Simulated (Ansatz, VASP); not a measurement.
# Sn24SeO47 (Se_O): VASP beside Ansatz, part 2 of 3

One calculation is typed for both programs; each brings its own data sets. How far apart do they land? Of the first pair: The structure shown is the start of the Ansatz relaxation below; VASP solves that cell, so the two are compared at the walk's first step.

VASP 6.6.1 and Ansatz 0.2.0.

So far: The structure; Ansatz: relaxation, r2SCAN.

## (3) VASP: single point, r2SCAN, start cell, pair 1

Level of this step: r2SCAN; plane waves and PAW (Sn_d, O, Se) (VASP).

The same cell, functional and mesh now go to VASP, with its own data sets.

Lines of VASP's logs that name or quote its potential files are left out, and so is its time.

File INCAR:

```
SYSTEM = Sn24SeO47
PREC = Accurate
ENCUT = 580
EDIFF = 1E-06
NELM = 120
ISMEAR = 0
SIGMA = 0.01
LREAL = Auto
ALGO = Normal
METAGGA = R2SCAN
LASPH = .TRUE.
NBANDS = 368
LORBIT = 11
LWAVE = .FALSE.
LCHARG = .FALSE.
ISIF = 2
ISYM = 0
GGA_COMPAT = .FALSE.
EFERMI = MIDGAP
LMIXTAU = .TRUE.
NCORE = 2
```

File POSCAR:

```
Sn24SeO47
1.0
    9.5155030731      0.0000000000      0.0000000000
    0.0000000000      9.5155030731      0.0000000000
    0.0000000000      0.0000000000      9.6020443945
Sn O Se
24 47 1
Direct
    0.2483101505      0.2548727042      0.1676634614
    0.9996636016      0.0048048957      0.9979188807
    0.2543301160      0.2496852748      0.4970666458
    0.9986457889      0.0026096361      0.3290175373
    0.2473455141      0.2545306308      0.8335255151
    0.0018973248      0.9952987247      0.6652975905
    0.2551198798      0.7491692184      0.1658332262
    0.9985521522      0.4949634259      0.9996189353
    0.2487283102      0.7529571421      0.4958842934
    0.9993515845      0.4960268484      0.3299867059
    0.2509253564      0.7495221162      0.8384372816
    0.0020988906      0.4953971391      0.6652586405
    0.7462613322      0.2491995412      0.1702387463
    0.5022794868      0.9959499777      0.9975702049
    0.7505304707      0.2506580032      0.5051394058
    0.5020867487      0.0043307222      0.3354357539
    0.7528963992      0.2536696149      0.8357108830
    0.5037785142      0.0031430813      0.6685085734
    0.7464224377      0.7537664530      0.1658830073
    0.4959345779      0.5033019235      0.9995792563
    0.7505404544      0.7484492354      0.5049463219
    0.5050544320      0.5009191803      0.3344271145
    0.7536356139      0.7533268546      0.8351403795
    0.4978553381      0.5020577434      0.6623724843
    0.0982011138      0.4037150711      0.1716888542
    0.4078115440      0.0950180976      0.1670392194
    0.1537645449      0.1513513252      0.0048908335
    0.3430182277      0.3504143685      0.0002504675
    0.0921325960      0.4044768806      0.4988385601
    0.4063207137      0.0947735493      0.4966676683
    0.1529816121      0.1477867212      0.3341796672
    0.3431905780      0.3472945124      0.3368801338
    0.1019854644      0.4046256904      0.8327871307
    0.4048262052      0.1005376166      0.8299209702
    0.1479468809      0.1514644038      0.6669710883
    0.3520862717      0.3472012961      0.6680685629
    0.0958957181      0.9010612402      0.1713858979
    0.4001711702      0.5949289235      0.1627827300
    0.1530523388      0.6526307597      0.9948043356
    0.3442162726      0.8493202028      0.0037671144
    0.0934925871      0.9055650483      0.5028687435
    0.1518962254      0.6574745394      0.3308704761
    0.3518170268      0.8475951232      0.3312638298
    0.0934839696      0.9053240731      0.8363894885
    0.4035609017      0.5949909276      0.8380973540
    0.1550595895      0.6572316726      0.6689046349
    0.3453184739      0.8505390559      0.6631823118
    0.6007897802      0.4036874320      0.1631002665
    0.9041902392      0.0923690522      0.1687485429
    0.6575056465      0.1556183618      0.9997904613
    0.8467561765      0.3428637430      0.0031633888
    0.6021767799      0.4037965172      0.4993527215
    0.9043725732      0.1008214692      0.4966744377
    0.6504002944      0.1484576264      0.3341171805
    0.8445299148      0.3427377381      0.3316297935
    0.5973604292      0.4075820238      0.8308573333
    0.9042447818      0.0945329945      0.8377385762
    0.6578861834      0.1532118679      0.6648399797
    0.8497064147      0.3443497390      0.6702758012
    0.6007242030      0.9065947364      0.1657668862
    0.8996169655      0.5994144457      0.1699031928
    0.6479222331      0.6544253049      0.9999489692
    0.8492146908      0.8460168567      0.9953721314
    0.5963428267      0.9009424866      0.4952449504
    0.8992600742      0.5960815688      0.5035647411
    0.6497366406      0.6550133978      0.3369033580
    0.8452337137      0.8517867040      0.3346439433
    0.5925771824      0.9056417652      0.8325255197
    0.9048513708      0.5922215522      0.8323582637
    0.6510432452      0.6551165978      0.6623141634
    0.8497730428      0.8513852539      0.6677049945
    0.4018578913      0.5931973283      0.4966115344
```

File KPOINTS:

```
Points of the shifted mesh
1
Reciprocal
 0.2500000000  0.2500000000  0.2500000000 1
```

The projector-augmented-wave data sets are Sn_d, O and Se (PBE family, release 64).

The run is started by

```sh
$ mpirun -np 8 vasp_std
```

Numbers of over 12 decimals in the logs are rounded to 6 here.

The program printed:

```text
[banner, memory and clock lines left out]
running    8 mpi-ranks, on    1 nodes
[...]
|                                                                             |
|               ----> ADVICE to this user running VASP <----                  |
|                                                                             |
|     You enforced a specific xc type in the INCAR file but a different       |
|     [... a line on the potential file left out ...]
|     I HOPE YOU KNOW WHAT YOU ARE DOING!                                     |
|                                                                             |

 LDA part: xc-table for (None), standard interpolation
 POSCAR, INCAR and KPOINTS ok, starting setup
[...]
entering main loop
       N       E                     dE             d eps       ncg     rms          rms(c)
DAV:   1     0.143554570091E+05    0.14355E+05   -0.25160E+05   736   0.294E+03
DAV:   2     0.263233268548E+04   -0.11723E+05   -0.11209E+05   736   0.933E+02
DAV:   3    -0.751991978210E+03   -0.33843E+04   -0.32247E+04   760   0.374E+02
DAV:   4    -0.121038428359E+04   -0.45839E+03   -0.44718E+03   864   0.145E+02
[...]
DAV:  20    -0.101072098593E+04   -0.81611E-03   -0.15288E-04   848   0.431E-02    0.788E-03
DAV:  21    -0.101072107645E+04   -0.90516E-04   -0.59932E-05   960   0.236E-02    0.357E-03
DAV:  22    -0.101072107715E+04   -0.70565E-06   -0.98789E-06   728   0.102E-02
   1 F= -.10107211E+04 E0= -.10107211E+04  d E =0.000000E+00
```

Parts of OUTCAR (step 3):

```text
 POSITION                                       TOTAL-FORCE (eV/Angst)
 -----------------------------------------------------------------------------------
      2.36280      2.42524      1.60991         0.914051     -1.766071      0.080163
      9.51230      0.04572      9.58206         0.335988     -1.075636      1.411787
      2.42008      2.37588      4.77286        -1.132014     -0.992562      1.445525
      9.50262      0.02483      3.15924         0.019252     -0.896911      1.526137
      2.35362      2.42199      8.00355         0.778095     -1.609925     -0.202415
      0.01805      9.47077      6.38822        -0.210652      1.344911      0.452926
      2.42759      7.12872      1.59234        -1.518924      0.657185      0.306470
      9.50173      4.70983      9.59839         0.020830      1.142748      0.361177
      2.36678      7.16477      4.76150        -7.592775      8.162073      0.811815
      9.50933      4.71995      3.16855        -0.848075      1.447047      1.186960
      2.38768      7.13208      8.05071        -0.204331      0.800613     -1.731359
      0.01997      4.71395      6.38784        -0.066112      1.340697      0.289628
      7.10105      2.37126      1.63464         0.342955     -1.023910     -0.340410
      4.77944      9.47697      9.57871        -0.432130      1.481309      0.972601
[...]
-----------------------------------------------------------------------------------
    total drift:                                0.007053      0.021171      0.001456

  FREE ENERGIE OF THE ION-ELECTRON SYSTEM (eV)
  ---------------------------------------------------
  free  energy   TOTEN  =     -1010.7210771543 eV

  energy  without entropy=    -1010.7210771543  energy(sigma->0) =    -1010.72107715
```

The run ends at a pressure of 8.45 GPa, with forces up to 15 eV/Å.

## (4) Comparison

Known differences besides the potentials themselves: VASP keeps PBE cores, Ansatz makes them for the functional; fixed occupations in Ansatz, narrow Gaussian smearing in VASP; the data sets hold 634 valence electrons in Ansatz (on its PAW soft_1 files) and 624 in VASP; the cutoff is 500 eV in Ansatz and 580 eV in VASP (PREC = Accurate, projectors in real space). Total energies have different zeros and are not compared.

Forces on 9 of the 72 atoms, those with the largest forces and the largest differences (eV/Å; atoms numbered as in POSCAR):

```tsv
atom	Ansatz x, y, z	VASP x, y, z
Sn1	0.886, -1.729, 0.080	0.914, -1.766, 0.080
Sn3	-1.093, -0.969, 1.379	-1.132, -0.993, 1.446
Sn4	0.003, -0.861, 1.446	0.019, -0.897, 1.526
Sn9	-7.613, 8.183, 0.796	-7.593, 8.162, 0.812
Sn10	-0.821, 1.411, 1.151	-0.848, 1.447, 1.187
Sn22	6.165, -6.070, -11.192	6.123, -6.102, -11.230
Sn24	6.655, -5.736, 12.019	6.669, -5.720, 12.058
O32	0.571, 0.077, -1.109	0.628, 0.144, -1.135
Se72	-6.253, 4.905, -0.390	-6.319, 4.967, -0.407
```

The forces differ by 31 meV/Å r.m.s., which is 1.7 % of the r.m.s. force of 1.835 eV/Å (both taken over all components).

## (5) Ansatz: relaxation, r2SCAN

This run makes the geometry at which the two programs are then compared.

The structure compared here is the end of the Ansatz relaxation.

File input.yaml:

```yaml
crystal:
  lattice:
    - [9.51550307, 0.0, 0.0]
    - [0.0, 9.51550307, 0.0]
    - [0.0, 0.0, 9.60204439]
  atoms:
    - { symbol: Sn, position: [0.25, 0.25, 0.16666667] }
    - { symbol: Sn, position: [0.0, 0.0, 0.0] }
    - { symbol: O, position: [0.09702862, 0.40297138, 0.16666667] }
    - { symbol: O, position: [0.40297138, 0.09702862, 0.16666667] }
    - { symbol: O, position: [0.15297138, 0.15297138, 0.0] }
    - { symbol: O, position: [0.34702862, 0.34702862, 0.0] }
    - { symbol: Sn, position: [0.25, 0.25, 0.5] }
    - { symbol: Sn, position: [0.0, 0.0, 0.33333333] }
    - { symbol: O, position: [0.09702862, 0.40297138, 0.5] }
    - { symbol: O, position: [0.40297138, 0.09702862, 0.5] }
    - { symbol: O, position: [0.15297138, 0.15297138, 0.33333333] }
    - { symbol: O, position: [0.34702862, 0.34702862, 0.33333333] }
    - { symbol: Sn, position: [0.25, 0.25, 0.83333333] }
    - { symbol: Sn, position: [0.0, 0.0, 0.66666667] }
    - { symbol: O, position: [0.09702862, 0.40297138, 0.83333333] }
    - { symbol: O, position: [0.40297138, 0.09702862, 0.83333333] }
    - { symbol: O, position: [0.15297138, 0.15297138, 0.66666667] }
    - { symbol: O, position: [0.34702862, 0.34702862, 0.66666667] }
    - { symbol: Sn, position: [0.25, 0.75, 0.16666667] }
    - { symbol: Sn, position: [0.0, 0.5, 0.0] }
    - { symbol: O, position: [0.09702862, 0.90297138, 0.16666667] }
    - { symbol: O, position: [0.40297138, 0.59702862, 0.16666667] }
    - { symbol: O, position: [0.15297138, 0.65297138, 0.0] }
    - { symbol: O, position: [0.34702862, 0.84702862, 0.0] }
    - { symbol: Sn, position: [0.25, 0.75, 0.5] }
    - { symbol: Sn, position: [0.0, 0.5, 0.33333333] }
    - { symbol: O, position: [0.09702862, 0.90297138, 0.5] }
    - { symbol: Se, position: [0.40297138, 0.59702862, 0.5] }
    - { symbol: O, position: [0.15297138, 0.65297138, 0.33333333] }
    - { symbol: O, position: [0.34702862, 0.84702862, 0.33333333] }
    - { symbol: Sn, position: [0.25, 0.75, 0.83333333] }
    - { symbol: Sn, position: [0.0, 0.5, 0.66666667] }
    - { symbol: O, position: [0.09702862, 0.90297138, 0.83333333] }
    - { symbol: O, position: [0.40297138, 0.59702862, 0.83333333] }
    - { symbol: O, position: [0.15297138, 0.65297138, 0.66666667] }
    - { symbol: O, position: [0.34702862, 0.84702862, 0.66666667] }
    - { symbol: Sn, position: [0.75, 0.25, 0.16666667] }
    - { symbol: Sn, position: [0.5, 0.0, 0.0] }
    - { symbol: O, position: [0.59702862, 0.40297138, 0.16666667] }
    - { symbol: O, position: [0.90297138, 0.09702862, 0.16666667] }
    - { symbol: O, position: [0.65297138, 0.15297138, 0.0] }
    - { symbol: O, position: [0.84702862, 0.34702862, 0.0] }
    - { symbol: Sn, position: [0.75, 0.25, 0.5] }
    - { symbol: Sn, position: [0.5, 0.0, 0.33333333] }
    - { symbol: O, position: [0.59702862, 0.40297138, 0.5] }
    - { symbol: O, position: [0.90297138, 0.09702862, 0.5] }
    - { symbol: O, position: [0.65297138, 0.15297138, 0.33333333] }
    - { symbol: O, position: [0.84702862, 0.34702862, 0.33333333] }
    - { symbol: Sn, position: [0.75, 0.25, 0.83333333] }
    - { symbol: Sn, position: [0.5, 0.0, 0.66666667] }
    - { symbol: O, position: [0.59702862, 0.40297138, 0.83333333] }
    - { symbol: O, position: [0.90297138, 0.09702862, 0.83333333] }
    - { symbol: O, position: [0.65297138, 0.15297138, 0.66666667] }
    - { symbol: O, position: [0.84702862, 0.34702862, 0.66666667] }
    - { symbol: Sn, position: [0.75, 0.75, 0.16666667] }
    - { symbol: Sn, position: [0.5, 0.5, 0.0] }
    - { symbol: O, position: [0.59702862, 0.90297138, 0.16666667] }
    - { symbol: O, position: [0.90297138, 0.59702862, 0.16666667] }
    - { symbol: O, position: [0.65297138, 0.65297138, 0.0] }
    - { symbol: O, position: [0.84702862, 0.84702862, 0.0] }
    - { symbol: Sn, position: [0.75, 0.75, 0.5] }
    - { symbol: Sn, position: [0.5, 0.5, 0.33333333] }
    - { symbol: O, position: [0.59702862, 0.90297138, 0.5] }
    - { symbol: O, position: [0.90297138, 0.59702862, 0.5] }
    - { symbol: O, position: [0.65297138, 0.65297138, 0.33333333] }
    - { symbol: O, position: [0.84702862, 0.84702862, 0.33333333] }
    - { symbol: Sn, position: [0.75, 0.75, 0.83333333] }
    - { symbol: Sn, position: [0.5, 0.5, 0.66666667] }
    - { symbol: O, position: [0.59702862, 0.90297138, 0.83333333] }
    - { symbol: O, position: [0.90297138, 0.59702862, 0.83333333] }
    - { symbol: O, position: [0.65297138, 0.65297138, 0.66666667] }
    - { symbol: O, position: [0.84702862, 0.84702862, 0.66666667] }
  host:
    repeats: [2, 2, 3]
    atoms:
      - { symbol: Sn, position: [0.5, 0.5, 0.5] }
      - { symbol: Sn, position: [0.0, 0.0, 0.0] }
      - { symbol: O, position: [0.19405723, 0.80594277, 0.5] }
      - { symbol: O, position: [0.80594277, 0.19405723, 0.5] }
      - { symbol: O, position: [0.30594277, 0.30594277, 0.0] }
      - { symbol: O, position: [0.69405723, 0.69405723, 0.0] }
basis:
  ecutwfc: 500
  xc_grid: 2
hamiltonian:
  xc: r2scan
  pseudopotentials: { kind: paw, azcp: { folder: soft_1 } }
kpoints:
  mp_grid: { grid: [1, 1, 1], shift: [0.25, 0.25, 0.25] }
scf:
  occupations: { method: fixed }
  max_iter: 100
output:
  forces: true
  charged_corrections:
    epsilon: [4.6, 4.6, 4.91]
    static_epsilon: [13.48, 13.48, 10.42]
    defect_position: [0.402971, 0.597029, 0.5]
relax:
  f_tol: 0.02
  max_steps: 80
  random_displacement: { amplitude: 0.05, seed: 2844 }
checkpoint:
  write: "../q0.relax.run"
  compress: false
  write_wavefunctions: true
  write_every: 100000
```

The run is started by

```sh
$ ansatz run input.yaml --threads 4 --pin off --max-ram 15073MiB --backend cpu --events-out ev --progress --plain --runs-dir out
```

The program printed:

```text
[...]
Crystal: 72 atoms, lattice volume = 869.415 Å³
Basis set: ecut = 500 eV, 22119 PW (Γ), exchange–correlation on 144×144×144 points (8 copies of the dense FFT grid, shifted against one another)
Bands: 389, of which v1, the nominal top of the filled ones, is band 317 counted from 1 (316 counted from 0)
Symmetry: 1 space group operations
k-points: 1
[...]
SCF iter   1: F=—  HF=-177133.410369 eV  |F-HF|=—  |Δ(HF+E_count)|=         —  Δρ=8.29e-2  dr2=5.00e1  dr2_τ=6.13e0  ethr=3.10e-3  ⟨swp⟩=5.0  Hψ=1321  notcnv=0  defer=68
[...]
- { symbol: Se, position: [0.350765, 0.562581, 0.500072] }
[...]
- { symbol: Sn, position: [0.751332, 0.751873, 0.500091] }
    - { symbol: Sn, position: [0.516924, 0.488973, 0.323085] }
[...]
- { symbol: Sn, position: [0.752341, 0.750216, 0.834215] }
    - { symbol: Sn, position: [0.516898, 0.488737, 0.677050] }
    - { symbol: O, position: [0.599453, 0.902460, 0.832283] }
    - { symbol: O, position: [0.900649, 0.593985, 0.836027] }
    - { symbol: O, position: [0.657324, 0.652323, 0.667768] }
    - { symbol: O, position: [0.847704, 0.849203, 0.667130] }
```

(Continued in part 3 of 3.)

[Lines on the potential files, build, host, timing and source positions are cut from VASP's logs without a mark.]

[Logs are printed without paths, hosts, clocks, repeated set-up lines and the standing remarks that a program may print on its own settings, such as how far it seeks lower states.]

[Hosts, paths, dates, database ids (printed as entryN), source tags and the programs' standing remarks are cut or masked in the printed files.]
